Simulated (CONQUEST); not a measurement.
Hf:

```xyz
4
Lattice="3.1967 0.0000 0.0000 0.0000 5.0578 0.0000 0.0000 0.0000 5.5368" Properties=species:S:1:pos:R:3 pbc="T T T"
Hf    0.0000    3.7934    1.8456
Hf    1.5983    3.7934    4.6140
Hf    0.0000    1.2645    3.6912
Hf    1.5983    1.2645    0.9228
```

```yaml
Program: CONQUEST 1.3
Task: single point
Functional: PBEsol
Potentials_or_basis: PseudoDojo NC PBEsol, DZP, grid cutoff 120 Ha
k_mesh: 8 × 5 × 5
Occupations: fermi-dirac, width 0.05 eV
Spin: no spin polarisation
```

On this cell: pressure -3.0 GPa; largest force 0.006 eV/Å; band gap on the k mesh none (metal or under the smearing width).

The same run follows on a disturbed copy (atoms moved at random, drawn with an rms of 0.05 Å):

```
CELL_PARAMETERS angstrom
3.19670 0.00000 0.00000
0.00000 5.05780 0.00000
0.00000 0.00000 5.53685
ATOMIC_POSITIONS crystal
Hf 0.01090 0.75451 0.33540
Hf 0.51090 0.75451 0.83540
Hf 0.01004 0.24668 0.66283
Hf 0.51004 0.24668 0.16283
```

What does the disturbed cell give?

The energy (extrapolated to zero smearing) moves by +1.7 meV/atom; pressure -2.9 GPa; largest force 0.154 eV/Å; band gap on the k mesh none (metal or under the smearing width).

Forces on the atoms (eV/Å):
```
Hf  -0.003 -0.137 -0.067
Hf  -0.003 -0.137 -0.067
Hf   0.010  0.138  0.069
Hf   0.010  0.138  0.069
```

Stress tensor (GPa, compression positive):
```
-3.39 -0.01 -0.02
-0.01 -2.72  0.01
-0.02  0.01 -2.60
```

The forces don't sum to zero, so they hold noise of the program's grid.

Caveats: the box holds several primitive cells, so bands are folded and the points are those of the box's own zone; the basis of atomic orbitals isn't converged, which shifts pressures, moduli and gaps.
